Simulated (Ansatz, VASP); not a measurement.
**Two plane-wave programs on Si12O (a cell with a defect)**

```
Si O
1.0
     0.00000    0.00000   -6.36502
     5.77692    3.33531    0.00000
     0.00000   -6.67061    0.00000
Si O
12 1
Cartesian
  1.8041 -1.0416 -5.9325
  0.0000 -4.5874 -5.9325
  3.9728 2.2937 -5.9325
  3.7794 -2.1821 -2.7530
  1.9975 1.1533 -2.7530
  5.7769 1.0288 -2.7530
  1.8041 -1.0416 -3.6150
  0.0000 -4.5874 -3.6150
  3.9728 2.2937 -3.6150
  3.7794 -2.1821 -0.4295
  1.9975 1.1533 -0.4295
  5.7769 1.0288 -0.4295
  0.0000 0.0000 -4.7738
```

Alike in both runs: functional PBE; k mesh 3 × 3 × 3; occupations gaussian, width 0.02 eV; no spin polarisation.

Ansatz relaxed the structure, and its values are those at the end. VASP's run is a single point on that final structure, the one shown.

|  | VASP | Ansatz |
| --- | --- | --- |
| version | VASP 6.6.1 | Ansatz 0.2.0 |
| potentials or method | VASP PAW PBE potentials, release 64 (Si, O) | scalar-relativistic, plane waves, PAW |
| plane-wave cutoff (eV) | 520 | 420 |
| valence electrons in the cell | 54 | 54 |

|  | VASP | Ansatz | Ansatz less VASP |
| --- | --- | --- | --- |
| gap on the k mesh at the Fermi level (eV) | none | none | - |
| rms of the force components (eV/Å) | 0.003 | 0.003 | +0.0001 |

A gap of «none» marks a metal or a gap that the smearing closes. The functional is the same, so the differences come from potentials, cutoffs and numerics.

Caveats: the k mesh is coarse (spacing up to 0.36 Å⁻¹), so the values aren't converged.
